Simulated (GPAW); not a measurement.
Crystal: GaSb.

```
Sb Ga
1.0
     0.00000    3.05900    3.05900
     3.05900    0.00000    3.05900
     3.05900    3.05900    0.00000
Sb Ga
1 1
Direct
  0.75000 0.75000 0.75000
  0.00000 0.00000 0.00000
```

```yaml
Program: GPAW 26.7.0
Task: relaxation of cell and atoms
Functional: PBE
Potentials_or_basis: GPAW PAW data sets (gpaw-data 1.2.1)
Cutoff: 600 eV
Basis: pw
k_mesh: 8 × 8 × 8
Occupations: fermi-dirac, width 0.05 eV
Spin: no spin polarisation
```

At the start: pressure 2.3 GPa; volume 28.62 Å³/atom.

Task: Where does the relaxation end?

Result: Over 5 steps the energy falls by 9.7 meV/atom and the volume is 30.11 Å³/atom (+5.2 %); space group F-43m (No. 216, to 0.05 Å).

Step by step:
```
step  energy change (eV)  largest force (eV/Å)  pressure (GPa)  volume (Å³)
   1              0.0000                0.0000            2.35        57.25
   2             -0.0049                0.0000            2.00        57.61
   3             -0.0122                0.0000            1.39        58.29
   4             -0.0179                0.0000            0.61        59.20
   5             -0.0193                0.0000           -0.19        60.23
```

Final structure:
```
CELL_PARAMETERS angstrom
0.00000 3.11112 3.11112
3.11112 0.00000 3.11112
3.11112 3.11112 0.00000
ATOMIC_POSITIONS crystal
Sb 0.75000 0.75000 0.75000
Ga 0.00000 0.00000 0.00000
```

Caveat: later steps reuse the first step's grids.
